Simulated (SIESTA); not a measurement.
Crystal: CdTe.

```xyz
2
Lattice="0.0000 3.2050 3.2050 3.2050 0.0000 3.2050 3.2050 3.2050 0.0000" Properties=species:S:1:pos:R:3 pbc="T T T"
Te    4.8075    4.8075    4.8075
Cd    0.0000    0.0000    0.0000
```

Base run:

* Program: SIESTA 5.4.2
* Functional: PBEsol
* Potentials or basis: PseudoDojo 0.4 standard (PBEsol files)
* Basis: DZP (energy shift 0.003 Ry; two zetas on semicore shells)
* Grid cutoff: 800 Ry
* Energy shift: 0.003 Ry
* k mesh: 7 × 7 × 7
* Occupations: fermi-dirac, width 0.05 eV
* Spin: no spin polarisation

Its results: band gap on the k mesh 1.04 eV, direct; pressure 1.5 GPa.

**Question.** The run is repeated on the same cell with these changes: functional from PBEsol to AM05. What comes out?

**Answer.** Band gap on the k mesh 1.13 eV, direct; pressure 1.9 GPa.

Caveats: spin-orbit coupling is left out, which moves the levels of the heavy elements; the basis of atomic orbitals isn't converged, which shifts pressures, moduli and gaps; the potentials were made for another functional, which shifts forces and pressure (some runs).

Not every run made on this cell is shown here.
